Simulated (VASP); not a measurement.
# InPd (Pm-3m) in VASP: a series of runs, part 2 of 2

VASP 6.6.1. Earlier steps stand in the parts before.

### Step 3. Single point, PBE

INCAR

```
ALGO = Normal
EDIFF = 1E-6
ENCUT = 520
GGA = PE
ISIF = 2
ISMEAR = 0
LASPH = T
LCHARG = T
LELF = T
LREAL = F
LVHAR = T
LWAVE = F
NBANDS = 18
NELM = 100
PREC = Accurate
SIGMA = 0.15
```

KPOINTS

```
k-points
0
Gamma
  16 16 16
```

POSCAR

```
InPd
1.0
    3.2718847800      0.0000000000      0.0000000000
    0.0000000000      3.2718847800      0.0000000000
    0.0000000000      0.0000000000      3.2718847800
In Pd
1 1
Direct
    0.0000000000      0.0000000000      0.0000000000
    0.5000000000      0.5000000000      0.5000000000
```

Potentials or basis: VASP PAW PBE potentials, release 64 (In_d, Pd).

The run is started by

```
$ cat potpaw_PBE.64/In_d/POTCAR potpaw_PBE.64/Pd/POTCAR > POTCAR
$ mpirun -np 1 vasp_std > vasp.out
```

OUTCAR:

```text
EDIFF = 1E-6
   ENCUT = 520
   GGA = PE
   ISIF = 2
   ISMEAR = 0
   LASPH = T
   LREAL = F
   NELM = 100
   PREC = Accurate

 ion  position               nearest neighbor table
   1  0.000  0.000  0.000-   2 2.83   2 2.83   2 2.83   2 2.83   2 2.83   2 2.83   2 2.83   2 2.83

   2  0.500  0.500  0.500-   1 2.83   1 2.83   1 2.83   1 2.83   1 2.83   1 2.83   1 2.83   1 2.83

  LATTYP: Found a simple cubic cell.
 ALAT       =     3.2718847800

  Lattice vectors:

 A1 = (   3.2718847800,   0.0000000000,   0.0000000000)
 A2 = (   0.0000000000,   3.2718847800,   0.0000000000)
 A3 = (   0.0000000000,   0.0000000000,   3.2718847800)

Analysis of symmetry for initial positions (statically):
=====================================================================
 Subroutine PRICEL returns:
 Original cell was already a primitive cell.

 Routine SETGRP: Setting up the symmetry group for a
 simple cubic supercell.

 Subroutine GETGRP returns: Found 48 space group operations
 (whereof 48 operations were pure point group operations)
 out of a pool of 48 trial point group operations.

The static configuration has the point symmetry O_h .

Analysis of symmetry for dynamics (positions and initial velocities):
=====================================================================
 Subroutine PRICEL returns:
 Original cell was already a primitive cell.

 Routine SETGRP: Setting up the symmetry group for a
 simple cubic supercell.

 Subroutine GETGRP returns: Found 48 space group operations
 (whereof 48 operations were pure point group operations)
 out of a pool of 48 trial point group operations.

The dynamic configuration has the point symmetry O_h .

 Subroutine INISYM returns: Found 48 space group operations
 (whereof 48 operations are pure point group operations),
 and found     1 'primitive' translations

----------------------------------------------------------------------------------------

                                     Primitive cell

  volume of cell :      35.0263

  direct lattice vectors                    reciprocal lattice vectors
     3.271884780  0.000000000  0.000000000     0.305634234  0.000000000  0.000000000
     0.000000000  3.271884780  0.000000000     0.000000000  0.305634234  0.000000000
     0.000000000  0.000000000  3.271884780     0.000000000  0.000000000  0.305634234

  length of vectors
     3.271884780  3.271884780  3.271884780     0.305634234  0.305634234  0.305634234

  position of ions in fractional coordinates (direct lattice)
     0.000000000  0.000000000  0.000000000
     0.500000000  0.500000000  0.500000000

  ion indices of the primitive-cell ions
   primitive index   ion index
                 1           1
                 2           2

----------------------------------------------------------------------------------------

 KPOINTS: k-points

Automatic generation of k-mesh.
 Grid dimensions read from file:
 generate k-points for:   16   16   16

 Generating k-lattice:

  Cartesian coordinates                     Fractional coordinates (reciprocal lattice)
     0.019102140  0.000000000  0.000000000     0.062500000  0.000000000  0.000000000
     0.000000000  0.019102140  0.000000000     0.000000000  0.062500000  0.000000000
     0.000000000  0.000000000  0.019102140     0.000000000  0.000000000  0.062500000

  Length of vectors
     0.019102140  0.019102140  0.019102140

  Shift w.r.t. Gamma in fractional coordinates (k-lattice)
     0.000000000  0.000000000  0.000000000

 Subroutine IBZKPT returns following result:
 ===========================================

 Found    165 irreducible k-points:

 Following reciprocal coordinates:
            Coordinates               Weight
  0.000000  0.000000  0.000000      1.000000
  0.062500  0.000000  0.000000      6.000000
  0.125000  0.000000  0.000000      6.000000
  0.187500  0.000000  0.000000      6.000000
  0.250000  0.000000  0.000000      6.000000
  0.312500  0.000000  0.000000      6.000000
[... 16 lines left out ...]
  0.437500  0.125000  0.000000     24.000000
  0.500000  0.125000  0.000000     12.000000
 [... further k-points ...]
   k-points           NKPTS =    165   k-points in BZ     NKDIM =    165   number of bands    NBANDS=     18
   number of dos      NEDOS =    301   number of ions     NIONS =      2
   total plane-waves  NPLWV =  13824
   dimension x,y,z NGX =    24 NGY =   24 NGZ =   24
   dimension x,y,z NGXF=    48 NGYF=   48 NGZF=   48
   ions per type =               1   1
   NGX,Y,Z   is equivalent  to a cutoff of  12.19, 12.19, 12.19 a.u.
   NGXF,Y,Z  is equivalent  to a cutoff of  24.39, 24.39, 24.39 a.u.
 SYSTEM =  unknown system
   PREC   = accura    normal or accurate (medium, high low for compatibility)
   ISTART =      0    job   : 0-new  1-cont  2-samecut
   ICHARG =      2    charge: 1-file 2-atom 10-const
   ISPIN  =      1    spin polarized calculation?
   LNONCOLLINEAR =      F non collinear calculations
   LSORBIT =      F    spin-orbit coupling
   LASPH  =      T    aspherical Exc in radial PAW
   ENCUT  =  520.0 eV  38.22 Ry    6.18 a.u.   6.08  6.08  6.08*2*pi/ulx,y,z
   NELM   =    100;   NELMIN=  2; NELMDL= -5     # of ELM steps
   EDIFF  = 0.1E-05   stopping-criterion for ELM
   LREAL  =      F    real-space projection
   EDIFFG = 0.1E-04   stopping-criterion for IOM
   NSW    =      0    number of steps for IOM
   IBRION =     -1    ionic relax: 0-MD 1-quasi-New 2-CG
   NFREE  =      0    steps in history (QN), initial steepest desc. (CG)
   ISIF   =      2    stress and relaxation
   ISYM   =      2    0-nonsym 1-usesym 2-fastsym
   POTIM  = 0.5000    time-step for ionic-motion
   TEBEG  =    0.0;   TEEND  =   0.0 temperature during run
   PSTRESS=    0.0 pullay stress
   NELECT =      23.0000    total number of electrons
   NUPDOWN=      -1.0000    fix difference up-down
   EMIN   =  10.00;   EMAX   =-10.00  energy-range for DOS
   EFERMI =   0.00;   METHOD = LEGACY
   ISMEAR =     0;   SIGMA  =   0.15  broadening in eV -4-tet -1-fermi 0-gaus
   EFERMI_NEDOS =   21; number of points for ismear=-14 and -15
   IALGO  =     38    algorithm
   IMIX   =      4    mixing-type and parameters
     AMIX     =   0.40;   BMIX     =  1.00
     AMIX_MAG =   1.60;   BMIX_MAG =  1.00
  volume/ion in A,a.u.               =      17.51       118.18
  Fermi-wavevector in a.u.,A,eV,Ry     =   1.422938  2.688964 27.548447  2.024754
  Thomas-Fermi vector in A             =   2.543589
   LORBIT       =      0    0 simple, 1 ext, 2 COOP (PROOUT), +10 PAW based schemes
   GGA     = PE    functional components
   LHFCALC =     F    Hartree Fock is set to
   AEXX    =    0.0000 exact exchange contribution
   IVDW    =     0    specifies the selected vdW correction
   LEPSILON=     F    determine dielectric tensor
   LRPA    =     F    only Hartree local field effects (RPA)
 non-spin polarized calculation
 Gauss-broadening in eV      SIGMA  =   0.15
  energy-cutoff  :      520.00
  volume of cell :       35.03
 maximum number of plane-waves:       968
   NGX = 13   NGY = 13   NGZ = 13

 number of electron      22.9999997 magnetization

 Free energy of the ion-electron system (eV)
  ---------------------------------------------------
  ext. energy  EPLUGINS =         0.00000000
  ---------------------------------------------------
  free energy    TOTEN  =        -8.73948796 eV

  energy without entropy =       -8.73179786  energy(sigma->0) =       -8.73564291

 E-fermi :  10.5357     XC(G=0): -12.2312

 val. band max:       10.5290312635   @ k =   0.3750   0.3125   0.1250
 cond. band min:      10.5839663360   @ k =   0.4375   0.3125   0.2500
 fundamental gap:      0.0549350725
 Fermi energy:        10.5357083324

 k-point     1 :       0.0000    0.0000    0.0000
  band No.  band energies     occupation
      1      -4.4719      2.00000
      2      -4.4719      2.00000
      3      -4.0636      2.00000
      4      -4.0636      2.00000
      5      -4.0636      2.00000
      6       0.4306      2.00000
[... 10 lines left out ...]
     17      21.0702      0.00000
     18      26.5074      0.00000
[... 463 lines left out ...]
 k-point    24 :       0.5000    0.1250    0.0000
  band No.  band energies     occupation
      1      -4.3816      2.00000
      2      -4.2082      2.00000
      3      -4.1744      2.00000
      4      -4.0977      2.00000
      5      -4.0573      2.00000
      6       3.9599      2.00000
[... 10 lines left out ...]
     17      21.5340      0.00000
     18      23.1239      0.00000

 [... further k-points ...]

------------------------ aborting loop because EDIFF is reached ----------------------------------------

  FORCE on cell =-STRESS in cart. coord.  units (eV):
  Direction    XX          YY          ZZ          XY          YZ          ZX
  --------------------------------------------------------------------------------------
  -------------------------------------------------------------------------------------
  Total        0.8175927      0.8175927      0.8175927     -0.0000000     -0.0000000      0.0000000
  in kB       37.3984469     37.3984469     37.3984469     -0.0000000     -0.0000000      0.0000000
  external PRESSURE =      37.3984469 kB  Pullay stress =       0.0000000 kB

 VOLUME and BASIS-vectors are now :
 -----------------------------------------------------------------------------
  energy-cutoff  :      520.00
  volume of cell :       35.03
      direct lattice vectors                 reciprocal lattice vectors
     3.271884780  0.000000000  0.000000000     0.305634234  0.000000000  0.000000000
     0.000000000  3.271884780  0.000000000     0.000000000  0.305634234  0.000000000
     0.000000000  0.000000000  3.271884780     0.000000000  0.000000000  0.305634234

 POSITION                                       TOTAL-FORCE (eV/Angst)
 -----------------------------------------------------------------------------------
      0.00000      0.00000      0.00000         0.000000      0.000000      0.000000
      1.63594      1.63594      1.63594         0.000000      0.000000      0.000000
 -----------------------------------------------------------------------------------
    total drift:                                0.000000      0.000000     -0.000000

  FREE ENERGIE OF THE ION-ELECTRON SYSTEM (eV)
  ---------------------------------------------------
  free  energy   TOTEN  =        -8.7394879570 eV

  energy  without entropy=       -8.7317978561  energy(sigma->0) =       -8.73564291
```

OSZICAR:

```text
N       E                     dE             d eps       ncg     rms          rms(c)
DAV:   1     0.166384230219E+03    0.16638E+03   -0.11194E+04  6102   0.166E+03
DAV:   2     0.154914151027E+00   -0.16623E+03   -0.15959E+03  6056   0.366E+02
DAV:   3    -0.873976353303E+01   -0.88947E+01   -0.87827E+01  6668   0.888E+01
DAV:   4    -0.894103940546E+01   -0.20128E+00   -0.20113E+00  7102   0.120E+01
DAV:   5    -0.895012657593E+01   -0.90872E-02   -0.90866E-02  7900   0.249E+00    0.644E+00
DAV:   6    -0.878127284962E+01    0.16885E+00   -0.35504E-01  6760   0.827E+00    0.309E+00
DAV:   7    -0.874665254317E+01    0.34620E-01   -0.54986E-02  7712   0.439E+00    0.137E+00
DAV:   8    -0.874017704649E+01    0.64755E-02   -0.19309E-02  6570   0.124E+00    0.378E-01
DAV:   9    -0.873948093652E+01    0.69611E-03   -0.17708E-03  7780   0.651E-01    0.627E-02
DAV:  10    -0.873948597835E+01   -0.50418E-05   -0.39546E-05  8312   0.859E-02    0.258E-02
DAV:  11    -0.873948746412E+01   -0.14858E-05   -0.42415E-06  6262   0.195E-02    0.392E-03
DAV:  12    -0.873948795701E+01   -0.49288E-06   -0.26744E-07  3380   0.491E-03
   1 F= -.87394880E+01 E0= -.87356429E+01  d E =-.769010E-02
```

stdout:

```text
POSCAR found type information on POSCAR InPd
 POSCAR found :  2 types and       2 ions
 scaLAPACK will be used
 LDA part: xc-table for (Slater+PW92), standard interpolation
 POSCAR, INCAR and KPOINTS ok, starting setup
 FFT: planning ... GRIDC
 FFT: planning ... GRID_SOFT
 FFT: planning ... GRID
 WAVECAR not read
 entering main loop
```

Wall time 20 s (1 thread of Intel Xeon 6975P-C (Granite Rapids), shared host); peak memory 0.22 GiB.

What came out:

| Item | Value |
| --- | --- |
| Free energy | -8.7395 eV |
| Pressure | 3.7 GPa |
| Band gap on the k mesh | none (metal or under the smearing width) |

Levels at points of the mesh, in eV from the Fermi level:
```
           k point  band 10  band 11  band 12  band 13  band 14  band 15
(0.00, 0.00, 0.00)    -2.32    -2.32     4.18     4.18     4.18     9.39
(0.50, 0.00, 0.00)    -3.30    -2.39    -1.16     9.52     9.52     9.85
(0.50, 0.50, 0.00)    -2.36    -2.36    -1.74     1.41     2.43     9.44
(0.50, 0.50, 0.50)    -1.70    -0.12     3.75     3.75     3.75     4.35
```
